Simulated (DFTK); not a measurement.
**KCl under changes of volume**

One of the cells (27.728 Å³/atom); the others are scaled copies at fixed shape and fractional positions:

```
K Cl
1.0
     3.81343    0.00000    0.00000
     0.00000    3.81343    0.00000
     0.00000    0.00000    3.81343
K Cl
1 1
Direct
  0.00000 0.00000 0.00000
  0.50000 0.50000 0.50000
```

Measurements of this composition are mostly on another form, of space group No. 225.

| Quantity | Value |
| --- | --- |
| Program | DFTK 0.8.2 |
| Functional | PBEsol |
| Potentials or basis | dojo.nc.sr.pbesol.v0_4_1.standard.upf (PBEsol) |
| Cutoff | 1007 eV |
| k mesh | 7 × 7 × 7 |
| Occupations | fermi-dirac, width 0.05 eV |
| Spin | no spin polarisation |

```csv
volume (Å³/atom),energy over the lowest point (meV/atom),pressure (GPa),gap on the mesh (eV)
26.596,0.00,-0.4,4.90
27.162,2.12,-0.8,4.81
27.728,5.56,-1.1,4.73
28.294,10.16,-1.5,4.64
28.860,?,?,?
```

Q: What does the run at 28.860 Å³/atom give?

A: Energy over the lowest point 15.78 meV/atom; pressure -1.7 GPa; gap on the mesh 4.57 eV.

Worked out: A Birch-Murnaghan fit of order 2 (a polynomial in V^(-2/3)) to the other rows has its minimum at 26.07 Å³/atom, just outside them, with B0 = V·E''(V) = 21 GPa. It gives 15.82 meV/atom at 28.860 Å³/atom, against the run's 15.78, and -dE/dV = -1.7 GPa, against -1.7. A straight line through the other rows of the gap, of slope -4.17 eV per unit of ln V, extrapolates to 4.56 eV, against the run's 4.57.

Energies are extrapolated to zero smearing.

Caveats: an odd mesh through Γ misses points on the zone boundary, where band edges often lie.
